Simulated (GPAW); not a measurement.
Runs of GPAW 26.7.0 on Ti6O. The structure is trigonal, space group P-31m (No. 162). The conventional cell has a = 5.130 Å, b = 5.130 Å, c = 4.740 Å, α = 90.00°, β = 90.00°, γ = 120.00°. Around Ti (site symmetry m) lie 1 O at 2.08 Å. O (site symmetry -3m) has 6 Ti at 2.08 Å as nearest neighbours. 

```tsv
task	level	potentials or basis	k mesh	band path	band points	gap on the mesh (eV)	pressure (GPa)	largest force (eV/Å)
band structure	PBEsol	PAW data sets generated in the run's folder for this functional, pw	4 × 4 × 4	GMKGALHA,LM,KH	80	-	-5.0	0.43
single point	TB-mBJ	GPAW PAW data sets for LDA (gpaw-data 1.2.1), pw	4 × 4 × 4	-	-	none	-	-
band structure	LDA	the program's PAW data sets (release 1.2.1) made for this functional, pw	4 × 4 × 4	GMKGALHA,LM,KH	80	-	-9.6	(a)
single point	PBEsol	PAW data sets generated in the run's folder for this functional, pw	6 × 6 × 6	-	-	none	-5.0	0.45
```

Alike in all rows: no spin polarisation; cell as given; cutoff (eV) 800; smearing fermi-dirac 0.05 eV.

Question: Fill in the values left out.

Answer: (a) 0.41.

Caveats: semilocal functionals often make such compounds metallic where correlation or magnetic order opens a gap, which also shifts bond lengths; a model potential gives levels but no total energy (some runs); the PAW data sets were made with another functional, which shifts forces and pressure a little (some runs).

A gap of «none» marks a metal or a gap under the smearing width.
